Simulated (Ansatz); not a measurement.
# BN: course of a relaxation

All numbers below come from DFT PBEsol, scalar-relativistic, plane waves, PAW in Ansatz. (420 eV cutoff, 12×12×4 k-mesh, Gaussian smearing of 0.02 eV, no spin polarisation)

What was changed: relaxed at 12 GPa.

Command:

```bash
ansatz run input.yaml --threads 1 --pin off --max-ram 2560MiB --backend cpu --events-out ev --progress --plain --runs-dir out
```

Input:

```yaml
crystal:
  lattice:
    - [2.4309735776, 0.0, 0.0]
    - [-1.2154867888, 2.1052848741, 0.0]
    - [0.0, 0.0, 5.973560365]
  atoms:
    - { symbol: B, position: [0.3333333333, 0.6666666667, 0.25] }
    - { symbol: B, position: [0.6666666667, 0.3333333333, 0.75] }
    - { symbol: "N", position: [0.3333333333, 0.6666666667, 0.75] }
    - { symbol: "N", position: [0.6666666667, 0.3333333333, 0.25] }
basis:
  ecutwfc: 420
kpoints:
  mp_grid: { grid: [12, 12, 4] }
hamiltonian:
  xc: pbesol
scf:
  occupations: { method: gaussian, width: 0.02 }
output:
  forces: true
  stress: true
  eigenvalues: true
relax:
  adjacent_minimum: "off"
  f_tol: 0.008
  max_steps: 50
  cell: { stress_tol: 0.08, p_target: 12.0 }
```

F is the free energy. Steps run on the plane waves of an earlier cell, but the last one, and at times one on the way, on a freshly chosen basis, so a repeated geometry can differ a little in energy. The relaxation lowers the enthalpy F + PV at the target pressure, so F itself can rise.

Steps:

```tsv
step	F − F(1) (eV)	largest force component (eV/Å)	V (Å³/atom)	P (GPa)
1	0.0000	0.000	7.643	29.42
2	-0.0812	0.000	7.460	19.51
3	-0.1139	0.000	7.503	12.05
4	-0.1067	0.000	7.477	12.12
5	-0.1095	0.000	7.487	12.00
6	-0.1088	0.000	7.487	11.98
7	-0.1025	0.000	7.464	12.00
8	-0.1020	0.000	7.464	11.98
```

Relaxed structure:

```yaml
crystal:
  lattice:
    - [2.48426, 0.00000, 0.00000]
    - [-1.24213, 2.15143, 0.00000]
    - [0.00000, 0.00000, 5.58606]
  atoms:
    - { symbol: B, position: [0.33333, 0.66667, 0.25000] }
    - { symbol: B, position: [0.66667, 0.33333, 0.75000] }
    - { symbol: N, position: [0.33333, 0.66667, 0.75000] }
    - { symbol: N, position: [0.66667, 0.33333, 0.25000] }
```

Symmetry: P6_3/mmc, No. 194, hexagonal system. The conventional cell has a = 2.484 Å, b = 2.484 Å, c = 5.586 Å, α = 90.00°, β = 90.00°, γ = 120.00°. B (site symmetry -6m2) has 3 N at 1.43 Å as nearest neighbours. Around N (site symmetry -6m2) lie 3 B at 1.43 Å.

The run converged. It took 10 s on 1 thread of Arm Neoverse V2, on a shared host, peak memory 0.3 GiB.